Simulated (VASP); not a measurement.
# GaN (F-43m) in VASP: further runs

One crystal, GaN, is run at these levels: PBE; tasks: relaxation of cell and atoms.

Everything below comes from runs of VASP 6.6.1. Logs are shortened: lines on timing, memory, paths and dates and some standing lists are left out, and cuts for length are marked.

### Step 1. The structure

Symmetry: F-43m, No. 216, cubic system. Conventional cell: a = 4.507 Å, b = 4.507 Å, c = 4.507 Å, α = 90.00°, β = 90.00°, γ = 90.00°. Ga (site symmetry -43m) is surrounded by 4 N at 1.95 Å. N (site symmetry -43m) has 4 Ga at 1.95 Å as nearest neighbours.

The cell is a database's computed one.

### Step 2. Relaxation of cell and atoms, PBE, non-collinear spin, zero start, spin-orbit coupling

Input file INCAR:

```
SYSTEM = GaN
PREC = Accurate
ENCUT = 520
EDIFF = 1E-7
ISMEAR = 0
SIGMA = 0.02
LREAL = .False.
LASPH = .True.
NELM = 80
ALGO = Normal
ISIF = 3
LWAVE = .False.
LCHARG = .False.
MAGMOM = 0 0 0 0 0 0
LORBIT = 11
LSORBIT = .True.
GGA_COMPAT = .False.
GGA = PE
IBRION = 2
NSW = 80
EDIFFG = -0.002
KPAR = 4
```

Input file KPOINTS:

```
regular mesh
0
Gamma
  12 12 12
  0 0 0
```

Input file POSCAR:

```
GaN
1.0
    0.0000000000      2.2535006100      2.2535006100
    2.2535006100      0.0000000000      2.2535006100
    2.2535006100      2.2535006100      0.0000000000
Ga N
1 1
Direct
    0.0000000000      0.0000000000      0.0000000000
    0.7500000000      0.7500000000      0.7500000000
```

Potentials or basis: VASP PAW PBE potentials, release 64 (Ga_d, N).

On the command line:

```
cat potpaw_PBE.64/Ga_d/POTCAR potpaw_PBE.64/N/POTCAR > POTCAR
mpirun -np 4 vasp_ncl > vasp.out
```

OUTCAR:

```text
SYSTEM = GaN
   PREC = Accurate
   ENCUT = 520
   EDIFF = 1E-7
   ISMEAR = 0
   LREAL = .False.
   LASPH = .True.
   NELM = 80
   ISIF = 3
   LORBIT = 11
   LSORBIT = .True.
   GGA = PE
   IBRION = 2
   NSW = 80
   EDIFFG = -0.002

 ion  position               nearest neighbor table
   1  0.000  0.000  0.000-   2 1.95   2 1.95   2 1.95   2 1.95
   2  0.750  0.750  0.750-   1 1.95   1 1.95   1 1.95   1 1.95

  LATTYP: Found a face centered cubic cell.
 ALAT       =     4.5070012200

  Lattice vectors:

 A1 = (   0.0000000000,   2.2535006100,   2.2535006100)
 A2 = (   2.2535006100,   0.0000000000,   2.2535006100)
 A3 = (   2.2535006100,   2.2535006100,   0.0000000000)

Analysis of symmetry for initial positions (statically):
=====================================================================
 Subroutine PRICEL returns:
 Original cell was already a primitive cell.

 Routine SETGRP: Setting up the symmetry group for a
 face centered cubic supercell.

 Subroutine GETGRP returns: Found 24 space group operations
 (whereof 24 operations were pure point group operations)
 out of a pool of 48 trial point group operations.

The static configuration has the point symmetry T_d .

Analysis of symmetry for dynamics (positions and initial velocities):
=====================================================================
 Subroutine PRICEL returns:
 Original cell was already a primitive cell.

 Routine SETGRP: Setting up the symmetry group for a
 face centered cubic supercell.

 Subroutine GETGRP returns: Found 24 space group operations
 (whereof 24 operations were pure point group operations)
 out of a pool of 48 trial point group operations.

The dynamic configuration has the point symmetry T_d .

Analysis of structural, dynamic, and magnetic symmetry:
=====================================================================
 Subroutine PRICEL returns:
 Original cell was already a primitive cell.

 Routine SETGRP: Setting up the symmetry group for a
 face centered cubic supercell.

 Subroutine GETGRP returns: Found 24 space group operations
 (whereof 24 operations were pure point group operations)
[... 241 lines left out ...]

  energy without entropy =      -12.15856058  energy(sigma->0) =      -12.15856058

 E-fermi :   5.1306     XC(G=0): -11.5186

 val. band max:        4.9858224708   @ k =   0.0000   0.0000   0.0000
 cond. band min:       6.5269694668   @ k =   0.0000   0.0000   0.0000
 fundamental gap:      1.5411469960
 Fermi energy:         5.1305772673

 k-point     1 :       0.0000    0.0000    0.0000
  band No.  band energies     occupation
      1     -10.7173      1.00000
      2     -10.7173      1.00000
      3      -8.6275      1.00000
      4      -8.6275      1.00000
      5      -8.6275      1.00000
      6      -8.6275      1.00000
[... 685 lines left out ...]
     25      15.4257      0.00000
     26      15.4320      0.00000

 [... further k-points ...]

------------------------ aborting loop because EDIFF is reached ----------------------------------------

  FORCE on cell =-STRESS in cart. coord.  units (eV):
  Direction    XX          YY          ZZ          XY          YZ          ZX
  --------------------------------------------------------------------------------------
  -------------------------------------------------------------------------------------
  Total        0.0015809      0.0015809      0.0015809      0.0000000      0.0000000     -0.0000000
  in kB        0.1076244      0.1076244      0.1076244      0.0000000      0.0000000     -0.0000000
  external PRESSURE =       0.1076244 kB  Pullay stress =       0.0000000 kB
[... 17 lines left out ...]
  FREE ENERGIE OF THE ION-ELECTRON SYSTEM (eV)
  ---------------------------------------------------
  free  energy   TOTEN  =       -12.1585605777 eV

  energy  without entropy=      -12.1585605777  energy(sigma->0) =      -12.15856058

 reached required accuracy - stopping structural energy minimisation

 Spin-Orbit-Coupling matrix elements

 Ion:    1  E_soc:     -0.0106204
 l=   1
     0.0000000    -0.0009523    -0.0009523
    -0.0009523     0.0000000    -0.0009523
    -0.0009523    -0.0009523     0.0000000
 l=   2
     0.0000000    -0.0001700     0.0000000    -0.0001700    -0.0006478
    -0.0001700     0.0000000    -0.0004859    -0.0001700    -0.0001620
     0.0000000    -0.0004859     0.0000000    -0.0004859     0.0000000
    -0.0001700    -0.0001700    -0.0004859     0.0000000    -0.0001620
    -0.0006478    -0.0001620     0.0000000    -0.0001620     0.0000000
 l=   3
     0.0000000     0.0000000     0.0000000     0.0000000     0.0000000     0.0000000     0.0000000
     0.0000000     0.0000000     0.0000000     0.0000000     0.0000000     0.0000000     0.0000000
     0.0000000     0.0000000     0.0000000     0.0000000     0.0000000     0.0000000     0.0000000
     0.0000000     0.0000000     0.0000000     0.0000000     0.0000000     0.0000000     0.0000000
     0.0000000     0.0000000     0.0000000     0.0000000     0.0000000     0.0000000     0.0000000
     0.0000000     0.0000000     0.0000000     0.0000000     0.0000000     0.0000000     0.0000000
     0.0000000     0.0000000     0.0000000     0.0000000     0.0000000     0.0000000     0.0000000

 Ion:    2  E_soc:     -0.0000964
 l=   1
     0.0000000    -0.0000161    -0.0000161
    -0.0000161     0.0000000    -0.0000161
    -0.0000161    -0.0000161     0.0000000
 l=   2
     0.0000000     0.0000000     0.0000000     0.0000000     0.0000000
     0.0000000     0.0000000     0.0000000     0.0000000     0.0000000
     0.0000000     0.0000000     0.0000000     0.0000000     0.0000000
     0.0000000     0.0000000     0.0000000     0.0000000     0.0000000
     0.0000000     0.0000000     0.0000000     0.0000000     0.0000000
 l=   3
     0.0000000     0.0000000     0.0000000     0.0000000     0.0000000     0.0000000     0.0000000
     0.0000000     0.0000000     0.0000000     0.0000000     0.0000000     0.0000000     0.0000000
     0.0000000     0.0000000     0.0000000     0.0000000     0.0000000     0.0000000     0.0000000
     0.0000000     0.0000000     0.0000000     0.0000000     0.0000000     0.0000000     0.0000000
     0.0000000     0.0000000     0.0000000     0.0000000     0.0000000     0.0000000     0.0000000
     0.0000000     0.0000000     0.0000000     0.0000000     0.0000000     0.0000000     0.0000000
     0.0000000     0.0000000     0.0000000     0.0000000     0.0000000     0.0000000     0.0000000

 total charge

# of ion       s       p       d       tot
------------------------------------------
    1        0.785   0.865  10.161  11.812
    2        1.226   2.496   0.000   3.722
--------------------------------------------------
tot          2.012   3.361  10.161  15.533

 magnetization (x)

# of ion       s       p       d       tot
------------------------------------------
    1       -0.000   0.000   0.000   0.000
    2        0.000   0.000   0.000   0.000
--------------------------------------------------
tot         -0.000   0.000   0.000   0.000

 magnetization (y)

# of ion       s       p       d       tot
------------------------------------------
    1        0.000   0.000   0.000   0.000
    2        0.000   0.000   0.000   0.000
--------------------------------------------------
tot          0.000   0.000   0.000   0.000

 magnetization (z)

# of ion       s       p       d       tot
------------------------------------------
    1       -0.000  -0.000   0.000  -0.000
    2       -0.000   0.000   0.000   0.000
--------------------------------------------------
tot         -0.000   0.000   0.000  -0.000
```

OSZICAR:

```text
N       E                     dE             d eps       ncg     rms          rms(c)
DAV:   1     0.132085667221E+03    0.13209E+03   -0.89850E+03  6810   0.256E+03
DAV:   2     0.246803250683E+01   -0.12962E+03   -0.12238E+03  6632   0.467E+02
DAV:   3    -0.135953673779E+02   -0.16063E+02   -0.15819E+02  6996   0.137E+02
DAV:   4    -0.141363320606E+02   -0.54096E+00   -0.53865E+00  7226   0.268E+01
[... 32 lines left out ...]
DAV:   6    -0.121585623115E+02    0.13372E-03   -0.18743E-04  7524   0.190E-01    0.128E-02
DAV:   7    -0.121585606883E+02    0.16232E-05   -0.56330E-06  7228   0.346E-02    0.607E-03
DAV:   8    -0.121585605140E+02    0.17433E-06   -0.25627E-06  8790   0.175E-02    0.172E-03
DAV:   9    -0.121585605777E+02   -0.63717E-07   -0.22463E-07  6352   0.604E-03
   3 F= -.12158561E+02 E0= -.12158561E+02  d E =-.991459E-02  mag=    -0.0000     0.0000    -0.0000
```

Run time: 58 s. Hardware: 4 MPI ranks of Intel Xeon Platinum 8488C (Sapphire Rapids), shared host; peak memory 0.27 GiB.

What came out:

```
Free energy                                           : -12.1586 eV
Relaxed volume                                        : 11.77 Å³/atom
Relaxed cell                                          : a = 3.217 Å, b = 3.217 Å, c = 3.217 Å, α = 60.00°, β = 60.00°, γ = 60.00°
Space group after relaxing (to 0.05 Å)                : F-43m (No. 216)
Energy gained by relaxing                             : 5.0 meV/atom
Ionic steps                                           : 3
Pressure after relaxing                               : 0.0 GPa
Net moment                                            : 0.00 μB per cell
Valence electrons inside the program's atomic spheres : Ga 11.81; N 3.72
```

The path:
| step | energy change (eV) | largest force (eV/Å) | pressure (GPa) | volume (Å³) |
| --- | --- | --- | --- | --- |
| 1 | 0.0000 | 0.0000 | 5.05 | 22.89 |
| 2 | -0.0028 | 0.0000 | -3.89 | 24.10 |
| 3 | -0.0099 | 0.0000 | 0.01 | 23.53 |

Final structure:
```
Ga N
1.0
     0.00000    2.27453    2.27453
     2.27453    0.00000    2.27453
     2.27453    2.27453    0.00000
Ga N
1 1
Direct
  0.00000 0.00000 0.00000
  0.75000 0.75000 0.75000
```

Moments on the atoms (μB; x, y, z):
```
Ga  0.00 0.00 0.00
N   0.00 0.00 0.00
```

[end of part 1 of 2]
